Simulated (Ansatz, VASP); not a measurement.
# Two plane-wave programs on ScAl2

File INCAR:

```
SYSTEM = ScAl2
PREC = Accurate ; ENCUT = 600
EDIFF = 1E-6 ; ISMEAR = 0
SIGMA = 0.1 ; LREAL = .False.
LASPH = .True. ; NELM = 80
ALGO = Fast ; ISIF = 3
LWAVE = .False. ; LCHARG = .False.
GGA = PS ; IBRION = 2
NSW = 80 ; EDIFFG = -0.01
```

Contents of KPOINTS:

```
Automatic mesh
0
Gamma
  2 2 2
  0 0 0
```

Contents of POSCAR:

```
ScAl2
1.0
    0.0000000000      3.7776526849      3.7776526849
    3.7776526849      0.0000000000      3.7776526849
    3.7776526849      3.7776526849      0.0000000000
Sc Al
2 4
Direct
    0.5000000000      0.5000000000      0.5000000000
    0.7500000000      0.7500000000      0.7500000000
    0.1250000000      0.1250000000      0.1250000000
    0.6250000000      0.1250000000      0.1250000000
    0.1250000000      0.6250000000      0.1250000000
    0.1250000000      0.1250000000      0.6250000000
```

Input for Ansatz:

```yaml
crystal:
  lattice:
    - [0.0, 3.7776526849, 3.7776526849]
    - [3.7776526849, 0.0, 3.7776526849]
    - [3.7776526849, 3.7776526849, 0.0]
  atoms:
    - { symbol: Sc, position: [0.5, 0.5, 0.5] }
    - { symbol: Sc, position: [0.75, 0.75, 0.75] }
    - { symbol: Al, position: [0.125, 0.125, 0.125] }
    - { symbol: Al, position: [0.625, 0.125, 0.125] }
    - { symbol: Al, position: [0.125, 0.625, 0.125] }
    - { symbol: Al, position: [0.125, 0.125, 0.625] }
basis:
  ecutwfc: 420
kpoints:
  mp_grid: { grid: [2, 2, 2] }
hamiltonian:
  xc: pbesol
scf:
  occupations: { method: gaussian, width: 0.1 }
output:
  forces: true
  stress: true
  eigenvalues: true
relax:
  adjacent_minimum: "off"
  f_tol: 0.01
  max_steps: 60
  cell: { stress_tol: 0.05 }
```

Alike in both runs: task relaxation of cell and atoms; functional PBEsol; k mesh 2 × 2 × 2; occupations gaussian, width 0.1 eV; no spin polarisation.

```csv
,VASP,Ansatz
version,VASP 6.6.1,Ansatz 0.2.0
potentials or method,"VASP PAW PBE potentials, release 64 (Sc_sv, Al)","scalar-relativistic, plane waves, PAW"
plane-wave cutoff (eV),600,420
valence electrons in the cell,34,34
```

|  | VASP | Ansatz | Ansatz less VASP |
| --- | --- | --- | --- |
| gap on the k mesh at the Fermi level, each at its own relaxed structure (eV) | none | none | - |
| relaxed volume (Å³/atom) | 18.03 | 18.01 | -0.023 |
| relaxed cell length with the largest relative difference (Å) | 5.348 | 5.346 | -0.0023 |

A gap of «none» marks a metal or a gap that the smearing closes.

Caveats: the k mesh is coarse (spacing up to 0.72 Å⁻¹), so the values aren't converged; the PAW data sets were made with another functional, which shifts forces and pressure a little (VASP).
